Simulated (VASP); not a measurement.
# CdSe (Fm-3m) in VASP: further runs

Runs on CdSe. Level: PBEsol. Tasks: relaxation of cell and atoms.

All numbers are computed with VASP 6.6.1; they aren't measurements. Logs are shortened: lines on timing, memory, paths and dates and some standing lists are left out, and cuts for length are marked.

## 1. Starting point

Symmetry: Fm-3m, No. 225, cubic system. The conventional cell has a = 5.531 Å, b = 5.531 Å, c = 5.531 Å, α = 90.00°, β = 90.00°, γ = 90.00°. Around Cd (site symmetry m-3m) lie 6 Se at 2.77 Å. Se (site symmetry m-3m) is surrounded by 6 Cd at 2.77 Å.

Measurements of this composition are mostly on another form, of space group No. 186.

## 2. Relaxation of cell and atoms, PBEsol, target pressure 0.0001 GPa, at which the enthalpy is minimised

Input file INCAR:

```
SYSTEM = CdSe
PREC     = Accurate       ! precision mode
ENCUT    = 520            ! plane-wave cutoff, eV
EDIFF    = 1E-7           ! SCF threshold, eV
ISMEAR   = 0              ! smearing method
SIGMA    = 0.1            ! smearing width, eV
LREAL    = .False.        ! projectors in reciprocal space
LASPH    = .True.         ! aspherical terms in the spheres
NELM     = 60             ! most SCF steps
ALGO     = Normal         ! electronic algorithm
ISIF     = 3              ! what is computed and relaxed
LWAVE    = .False.        ! write WAVECAR
LCHARG   = .False.        ! write CHGCAR
GGA      = PS             ! functional
IBRION   = 2              ! ionic algorithm
NSW      = 80             ! ionic steps
EDIFFG   = -0.002         ! ionic threshold
PSTRESS  = 0.001
```

Input file KPOINTS:

```
Automatic mesh
0
Gamma
  8 8 8
  0 0 0
```

Input file POSCAR:

```
CdSe                                    
1.0
    0.0000000000      2.7655129949      2.7655129949
    2.7655129949      0.0000000000      2.7655129949
    2.7655129949      2.7655129949      0.0000000000
  Cd              Se            
     1     1
Direct
     0.0000000000000000    0.0000000000000000    0.0000000000000000
     0.5000000000000000    0.5000000000000000    0.5000000000000000
```

Potentials or basis: VASP PAW PBE potentials, release 64 (Cd, Se).

Started as:

```sh
cat potpaw_PBE.64/Cd/POTCAR potpaw_PBE.64/Se/POTCAR > POTCAR
mpirun -np 1 vasp_std > vasp.out
```

OUTCAR:

```text
SYSTEM = CdSe
   PREC = Accurate
   ENCUT = 520
   EDIFF = 1E-7
   ISMEAR = 0
   LREAL = .False.
   LASPH = .True.
   NELM = 60
   ISIF = 3
   GGA = PS
   IBRION = 2
   NSW = 80
   EDIFFG = -0.002
   PSTRESS = 0.001

 ion  position               nearest neighbor table
   1  0.000  0.000  0.000-   2 2.77   2 2.77   2 2.77   2 2.77   2 2.77   2 2.77
   2  0.500  0.500  0.500-   1 2.77   1 2.77   1 2.77   1 2.77   1 2.77   1 2.77

  LATTYP: Found a face centered cubic cell.
 ALAT       =     5.5310259898

  Lattice vectors:

 A1 = (   0.0000000000,   2.7655129949,   2.7655129949)
 A2 = (   2.7655129949,   0.0000000000,   2.7655129949)
 A3 = (   2.7655129949,   2.7655129949,   0.0000000000)

Analysis of symmetry for initial positions (statically):
=====================================================================
 Subroutine PRICEL returns:
 Original cell was already a primitive cell.

 Routine SETGRP: Setting up the symmetry group for a
 face centered cubic supercell.

 Subroutine GETGRP returns: Found 48 space group operations
 (whereof 48 operations were pure point group operations)
 out of a pool of 48 trial point group operations.

The static configuration has the point symmetry O_h .

Analysis of symmetry for dynamics (positions and initial velocities):
=====================================================================
 Subroutine PRICEL returns:
 Original cell was already a primitive cell.

 Routine SETGRP: Setting up the symmetry group for a
 face centered cubic supercell.

 Subroutine GETGRP returns: Found 48 space group operations
 (whereof 48 operations were pure point group operations)
 out of a pool of 48 trial point group operations.

The dynamic configuration has the point symmetry O_h .

 Subroutine INISYM returns: Found 48 space group operations
 (whereof 48 operations are pure point group operations),
 and found     1 'primitive' translations

----------------------------------------------------------------------------------------

                                     Primitive cell

  volume of cell :      42.3016

  direct lattice vectors                    reciprocal lattice vectors
     0.000000000  2.765512995  2.765512995    -0.180798283  0.180798283  0.180798283
     2.765512995  0.000000000  2.765512995     0.180798283 -0.180798283  0.180798283
     2.765512995  2.765512995  0.000000000     0.180798283  0.180798283 -0.180798283

  length of vectors
     3.911025984  3.911025984  3.911025984     0.313151811  0.313151811  0.313151811

  position of ions in fractional coordinates (direct lattice)
     0.000000000  0.000000000  0.000000000
     0.500000000  0.500000000  0.500000000

  ion indices of the primitive-cell ions
   primitive index   ion index
                 1           1
                 2           2

----------------------------------------------------------------------------------------

 KPOINTS: Automatic mesh

Automatic generation of k-mesh.
 Grid dimensions read from file:
 generate k-points for:    8    8    8

 Generating k-lattice:

  Cartesian coordinates                     Fractional coordinates (reciprocal lattice)
    -0.022599785  0.022599785  0.022599785     0.125000000  0.000000000  0.000000000
     0.022599785 -0.022599785  0.022599785     0.000000000  0.125000000  0.000000000
     0.022599785  0.022599785 -0.022599785     0.000000000  0.000000000  0.125000000

  Length of vectors
     0.039143976  0.039143976  0.039143976

  Shift w.r.t. Gamma in fractional coordinates (k-lattice)
     0.000000000  0.000000000  0.000000000

 Subroutine IBZKPT returns following result:
 ===========================================

 Found     29 irreducible k-points:

 Following reciprocal coordinates:
            Coordinates               Weight
  0.000000  0.000000  0.000000      1.000000
  0.125000  0.000000  0.000000      8.000000
  0.250000  0.000000  0.000000      8.000000
  0.375000  0.000000  0.000000      8.000000
  0.500000  0.000000  0.000000      4.000000
  0.125000  0.125000  0.000000      6.000000
[... 16 lines left out ...]
  0.500000  0.250000  0.125000     48.000000
 -0.375000  0.250000  0.125000     24.000000
 [... further k-points ...]
   k-points           NKPTS =     29   k-points in BZ     NKDIM =     29   number of bands    NBANDS=     13
   number of dos      NEDOS =    301   number of ions     NIONS =      2
   total plane-waves  NPLWV =  27000
   dimension x,y,z NGX =    30 NGY =   30 NGZ =   30
   dimension x,y,z NGXF=    60 NGYF=   60 NGZF=   60
   ions per type =               1   1
   NGX,Y,Z   is equivalent  to a cutoff of  12.75, 12.75, 12.75 a.u.
   NGXF,Y,Z  is equivalent  to a cutoff of  25.50, 25.50, 25.50 a.u.
 SYSTEM =  CdSe
   PREC   = accura    normal or accurate (medium, high low for compatibility)
   ISTART =      0    job   : 0-new  1-cont  2-samecut
   ICHARG =      2    charge: 1-file 2-atom 10-const
   ISPIN  =      1    spin polarized calculation?
[... 57 lines left out ...]

------------------------ aborting loop because EDIFF is reached ----------------------------------------

  FORCE on cell =-STRESS in cart. coord.  units (eV):
  Direction    XX          YY          ZZ          XY          YZ          ZX
  --------------------------------------------------------------------------------------
  -------------------------------------------------------------------------------------
  Total        1.2676537      1.2676537      1.2676537     -0.0000000      0.0000000     -0.0000000
  in kB       48.0124761     48.0124761     48.0124761     -0.0000000      0.0000000     -0.0000000
  external PRESSURE =      48.0114761 kB  Pullay stress =       0.0010000 kB

 VOLUME and BASIS-vectors are now :
 -----------------------------------------------------------------------------
  energy-cutoff  :      520.00
  volume of cell :       42.30
      direct lattice vectors                 reciprocal lattice vectors
     0.000000000  2.765512995  2.765512995    -0.180798283  0.180798283  0.180798283
     2.765512995  0.000000000  2.765512995     0.180798283 -0.180798283  0.180798283
     2.765512995  2.765512995  0.000000000     0.180798283  0.180798283 -0.180798283
[... 46 lines left out ...]
  FREE ENERGIE OF THE ION-ELECTRON SYSTEM (eV)
  ---------------------------------------------------
  free  energy   TOTEN  =        -5.9810547207 eV

  energy  without entropy=       -5.9792251680  energy(sigma->0) =       -5.98013994

  enthalpy is  TOTEN    =        -5.9810258214 eV   P V=        0.0000288993

--------------------------------------- Ionic step        3  -------------------------------------------

 number of electron      17.9999993 magnetization

 Free energy of the ion-electron system (eV)
  ---------------------------------------------------
  ext. energy  EPLUGINS =         0.00000000
  ---------------------------------------------------
  free energy    TOTEN  =        -5.99081354 eV

  energy without entropy =       -5.98923205  energy(sigma->0) =       -5.99002280

 E-fermi :   2.7326     XC(G=0): -10.4610

 val. band max:        2.6447586418   @ k =  -0.2500   0.1250   0.0000
 cond. band min:       2.8422327937   @ k =   0.0000   0.0000   0.0000
 fundamental gap:      0.1974741520
 Fermi energy:         2.7326089526

 k-point     1 :       0.0000    0.0000    0.0000
  band No.  band energies     occupation
      1     -10.6229      2.00000
      2      -5.3540      2.00000
      3      -5.3540      2.00000
      4      -5.3346      2.00000
      5      -5.3346      2.00000
      6      -5.3346      2.00000
      7       1.9505      2.00000
      8       1.9505      2.00000
      9       1.9505      2.00000
     10       2.8422      0.12107
     11      11.2712      0.00000
     12      11.2712      0.00000
     13      11.2712      0.00000

 k-point     2 :       0.1250    0.0000    0.0000
  band No.  band energies     occupation
      1     -10.4974      2.00000
      2      -5.3928      2.00000
      3      -5.3928      2.00000
      4      -5.3471      2.00000
      5      -5.3126      2.00000
      6      -5.3126      2.00000
      7       0.5014      2.00000
      8       2.0348      2.00000
      9       2.0348      2.00000
     10       4.2481      0.00000
     11       9.9651      0.00000
[... 339 lines left out ...]
 k-point    24 :      -0.3750    0.2500    0.1250
  band No.  band energies     occupation
      1      -9.5844      2.00000
      2      -5.5502      2.00000
      3      -5.4170      2.00000
      4      -5.3845      2.00000
      5      -5.1571      2.00000
      6      -5.0890      2.00000
      7      -2.1941      2.00000
      8       0.5787      2.00000
      9       1.5219      2.00000
     10       6.0394      0.00000
     11       7.1379      0.00000
     12       9.5649      0.00000
     13      10.6069      0.00000

 [... further k-points ...]

------------------------ aborting loop because EDIFF is reached ----------------------------------------

  FORCE on cell =-STRESS in cart. coord.  units (eV):
  Direction    XX          YY          ZZ          XY          YZ          ZX
  --------------------------------------------------------------------------------------
  -------------------------------------------------------------------------------------
  Total       -0.0002546     -0.0002546     -0.0002546     -0.0000000      0.0000000      0.0000000
  in kB       -0.0090948     -0.0090948     -0.0090948     -0.0000000      0.0000000      0.0000000
  external PRESSURE =      -0.0100948 kB  Pullay stress =       0.0010000 kB

 VOLUME and BASIS-vectors are now :
 -----------------------------------------------------------------------------
  energy-cutoff  :      520.00
  volume of cell :       44.85
      direct lattice vectors                 reciprocal lattice vectors
     0.000000000  2.819973092  2.819973092    -0.177306656  0.177306656  0.177306656
     2.819973092  0.000000000  2.819973092     0.177306656 -0.177306656  0.177306656
     2.819973092  2.819973092 -0.000000000     0.177306656  0.177306656 -0.177306656

 POSITION                                       TOTAL-FORCE (eV/Angst)
 -----------------------------------------------------------------------------------
      0.00000      0.00000      0.00000        -0.000000      0.000000     -0.000000
      2.81997      2.81997      2.81997         0.000000     -0.000000      0.000000
 -----------------------------------------------------------------------------------
    total drift:                               -0.000000      0.000000      0.000000

  FREE ENERGIE OF THE ION-ELECTRON SYSTEM (eV)
  ---------------------------------------------------
  free  energy   TOTEN  =        -5.9908135426 eV

  energy  without entropy=       -5.9892320530  energy(sigma->0) =       -5.99002280

  enthalpy is  TOTEN    =        -5.9907855493 eV   P V=        0.0000279933

 reached required accuracy - stopping structural energy minimisation
```

It took 20 s on 1 thread of Intel Xeon 6975P-C (Granite Rapids), shared host; peak memory 0.18 GiB.

What came out:

- Free energy: -5.9908 eV
- Relaxed volume: 22.43 Å³/atom
- Relaxed cell: a = 3.988 Å, b = 3.988 Å, c = 3.988 Å, α = 60.00°, β = 60.00°, γ = 60.00°
- Space group after relaxing (to 0.05 Å): Fm-3m (No. 225)
- Energy change on relaxing (the enthalpy is what falls): -18.0 meV/atom
- Ionic steps: 3
- Pressure after relaxing: 0.0 GPa
- Band gap on the k mesh: none (metal or under the smearing width)

Step by step:
```tsv
step	energy change (eV)	largest force (eV/Å)	pressure (GPa)	volume (Å³)
1	0.0000	0.0000	4.80	42.30
2	-0.0263	0.0000	-2.08	46.30
3	-0.0361	0.0000	0.00	44.85
```

Final structure:
```
CELL_PARAMETERS angstrom
0.00000 2.81997 2.81997
2.81997 0.00000 2.81997
2.81997 2.81997 0.00000
ATOMIC_POSITIONS crystal
Cd 0.00000 0.00000 0.00000
Se 0.50000 0.50000 0.50000
```

Caveat: the cell is relaxed towards a set pressure, so the enthalpy falls and the energy may rise; the PAW data sets were made with another functional, which shifts forces and pressure a little.

## 3. Relaxation of cell and atoms, PBEsol, target pressure 0.0001 GPa, at which the enthalpy is minimised

This run uses another cell than the first one, of 22.43 Å³/atom, 1.060 times its volume.

INCAR is that of step 2.

KPOINTS is that of step 2.

Input file POSCAR:

```
CdSe                                    
1.0
    0.0000000000      2.8199730917      2.8199730917
    2.8199730917      0.0000000000      2.8199730917
    2.8199730917      2.8199730917     -0.0000000000
  Cd              Se            
     1     1
Direct
     0.0000000000000000    0.0000000000000000    0.0000000000000000
     0.5000000000000000    0.5000000000000000    0.5000000000000000
```

Potentials or basis: VASP PAW PBE potentials, release 64 (Cd, Se).

Started as:

```sh
cat potpaw_PBE.64/Cd/POTCAR potpaw_PBE.64/Se/POTCAR > POTCAR
mpirun -np 1 vasp_std > vasp.out
```

Wall time 8.3 s (1 thread of Intel Xeon 6975P-C (Granite Rapids), shared host); peak memory 0.17 GiB.

Results (log left out):

| Property | Result |
| --- | --- |
| Free energy | -5.9909 eV |
| Pressure after relaxing | 0.0 GPa |
| Band gap on the k mesh | none (metal or under the smearing width) |

Final structure:
```cif
data_structure
_symmetry_space_group_name_H-M 'P 1'
_symmetry_Int_Tables_number 1
_cell_length_a 3.9880
_cell_length_b 3.9880
_cell_length_c 3.9880
_cell_angle_alpha 60.000
_cell_angle_beta 60.000
_cell_angle_gamma 60.000
_cell_volume 44.85
loop_
_atom_site_label
_atom_site_type_symbol
_atom_site_fract_x
_atom_site_fract_y
_atom_site_fract_z
_atom_site_occupancy
Cd1 Cd 0.00000 0.00000 0.00000 1
Se1 Se 0.50000 0.50000 0.50000 1
```

Levels at points of the mesh, in eV from the Fermi level:
```
           k point  band 5  band 6  band 7  band 8  band 9  band 10  band 11  band 12  band 13
(0.00, 0.00, 0.00)   -8.07   -8.07   -0.78   -0.78   -0.78     0.11     8.54     8.54     8.54
(0.50, 0.00, 0.00)   -7.90   -7.90   -5.35   -0.11   -0.11     2.77     5.08     5.08     6.22
(0.50, 0.50, 0.00)   -7.84   -7.27   -4.58   -2.37   -2.37    -0.64     5.19     9.93    10.54
```

Caveat: the relaxation stopped at its first step, so nothing moved; the cell is relaxed towards a set pressure, so the enthalpy falls and the energy may rise; the PAW data sets were made with another functional, which shifts forces and pressure a little.

## 4. Relaxation of cell and atoms, PBEsol, target pressure 40 GPa, at which the enthalpy is minimised

This run uses another cell than the first one, of 17.68 Å³/atom, 0.836 times its volume.

Edit INCAR of step 3 so:

```diff
@@ -17,2 +17,2 @@
 EDIFFG   = -0.002         ! ionic threshold
-PSTRESS  = 0.001
+PSTRESS  = 400
```

KPOINTS is that of step 3.

Input file POSCAR:

```
CdSe                                    
1.0
    0.0000000000      2.6052601364      2.6052601364
    2.6052601364      0.0000000000      2.6052601364
    2.6052601364      2.6052601364     -0.0000000000
  Cd              Se            
     1     1
Direct
     0.0000000000000000    0.0000000000000000    0.0000000000000000
     0.5000000000000000    0.5000000000000000    0.5000000000000000
```

Started as:

```sh
cat potpaw_PBE.64/Cd/POTCAR potpaw_PBE.64/Se/POTCAR > POTCAR
mpirun -np 1 vasp_std > vasp.out
```

Wall time 30 s (1 thread of Intel Xeon 6975P-C (Granite Rapids), shared host); peak memory 0.17 GiB.

Results (log left out):

```yaml
Free_energy: -4.9373 eV
Relaxed_volume: 16.88 Å³/atom
Relaxed_cell: a = 3.628 Å, b = 3.628 Å, c = 3.628 Å, α = 60.00°, β = 60.00°, γ = 60.00°
Space_group_after_relaxing_to_0.05_Å: Fm-3m (No. 225)
Energy_change_on_relaxing_the_enthalpy_is_what_falls: +173.5 meV/atom
Ionic_steps: 7
Pressure_after_relaxing: 40.0 GPa
Band_gap_on_the_k_mesh: none (metal or under the smearing width)
```

Step by step:
| step | energy change (eV) | largest force (eV/Å) | pressure (GPa) | volume (Å³) |
| --- | --- | --- | --- | --- |
| 1 | 0.0000 | 0.0000 | 30.01 | 35.37 |
| 2 | 1.6562 | 0.0000 | 75.04 | 30.02 |
| 3 | 0.3301 | 0.0000 | 39.54 | 33.84 |
| 4 | 0.3446 | 0.0000 | 39.94 | 33.78 |
| 5 | 0.3524 | 0.0000 | 40.16 | 33.75 |
| 6 | 0.3352 | 0.0000 | 39.68 | 33.82 |
| 7 | 0.3470 | 0.0000 | 40.00 | 33.77 |

Final structure:
```xyz
2
Lattice="0.0000 2.5654 2.5654 2.5654 0.0000 2.5654 2.5654 2.5654 0.0000" Properties=species:S:1:pos:R:3 pbc="T T T"
Cd    0.0000    0.0000    0.0000
Se    2.5654    2.5654    2.5654
```

Levels at points of the mesh, in eV from the Fermi level:
```tsv
k point	band 6	band 7	band 8	band 9	band 10	band 11	band 12	band 13
(0.00, 0.00, 0.00)	-9.18	-1.44	-1.44	-1.44	1.61	8.68	8.68	8.68
(0.50, 0.00, 0.00)	-8.81	-6.84	-0.02	-0.02	2.39	4.77	4.77	8.56
(0.50, 0.50, 0.00)	-7.40	-6.90	-3.77	-3.77	-0.83	4.68	12.04	12.72
```

Caveat: the cell is relaxed towards a set pressure, so the enthalpy falls and the energy may rise; the PAW data sets were made with another functional, which shifts forces and pressure a little.

## 5. Relaxation of cell and atoms, PBEsol, target pressure 40 GPa, at which the enthalpy is minimised

This run uses another cell than the first one, of 16.88 Å³/atom, 0.798 times its volume.

INCAR is that of step 4.

KPOINTS is that of step 4.

Input file POSCAR:

```
CdSe                                    
1.0
   -0.0000000000      2.5654478253      2.5654478253
    2.5654478253     -0.0000000000      2.5654478253
    2.5654478253      2.5654478253     -0.0000000000
  Cd              Se            
     1     1
Direct
     0.0000000000000000    0.0000000000000000    0.0000000000000000
     0.5000000000000000    0.5000000000000000    0.5000000000000000
```

Started as:

```sh
cat potpaw_PBE.64/Cd/POTCAR potpaw_PBE.64/Se/POTCAR > POTCAR
mpirun -np 1 vasp_std > vasp.out
```

It took 13 s on 1 thread of Intel Xeon 6975P-C (Granite Rapids), shared host; peak memory 0.16 GiB.

The run converged. Its results:

```
Free energy                                            : -4.9380 eV
Relaxed volume                                         : 16.89 Å³/atom
Relaxed cell                                           : a = 3.628 Å, b = 3.628 Å, c = 3.628 Å, α = 60.00°, β = 60.00°, γ = 60.00°
Space group after relaxing (to 0.05 Å)                 : Fm-3m (No. 225)
Energy change on relaxing (the enthalpy is what falls) : -0.4 meV/atom
Ionic steps                                            : 3
Pressure after relaxing                                : 40.0 GPa
Band gap on the k mesh                                 : none (metal or under the smearing width)
```

The path:
| step | energy change (eV) | largest force (eV/Å) | pressure (GPa) | volume (Å³) |
| --- | --- | --- | --- | --- |
| 1 | 0.0000 | 0.0000 | 40.03 | 33.77 |
| 2 | -0.0034 | 0.0000 | 39.92 | 33.78 |
| 3 | -0.0009 | 0.0000 | 40.01 | 33.77 |

Final structure:
```cif
data_structure
_symmetry_space_group_name_H-M 'P 1'
_symmetry_Int_Tables_number 1
_cell_length_a 3.6282
_cell_length_b 3.6282
_cell_length_c 3.6282
_cell_angle_alpha 60.000
_cell_angle_beta 60.000
_cell_angle_gamma 60.000
_cell_volume 33.77
loop_
_atom_site_label
_atom_site_type_symbol
_atom_site_fract_x
_atom_site_fract_y
_atom_site_fract_z
_atom_site_occupancy
Cd1 Cd 0.00000 0.00000 0.00000 1
Se1 Se 0.50000 0.50000 0.50000 1
```

Levels at points of the mesh, in eV from the Fermi level:
| k point | band 5 | band 6 | band 7 | band 8 | band 9 | band 10 | band 11 | band 12 | band 13 |
| --- | --- | --- | --- | --- | --- | --- | --- | --- | --- |
| (0.00, 0.00, 0.00) | -9.18 | -9.18 | -1.44 | -1.44 | -1.44 | 1.61 | 8.68 | 8.68 | 8.68 |
| (0.50, 0.00, 0.00) | -8.81 | -8.81 | -6.84 | -0.02 | -0.02 | 2.39 | 4.77 | 4.77 | 8.56 |
| (0.50, 0.50, 0.00) | -8.68 | -7.40 | -6.90 | -3.77 | -3.77 | -0.83 | 4.68 | 12.04 | 12.72 |

Caveat: the cell is relaxed towards a set pressure, so the enthalpy falls and the energy may rise; the PAW data sets were made with another functional, which shifts forces and pressure a little.
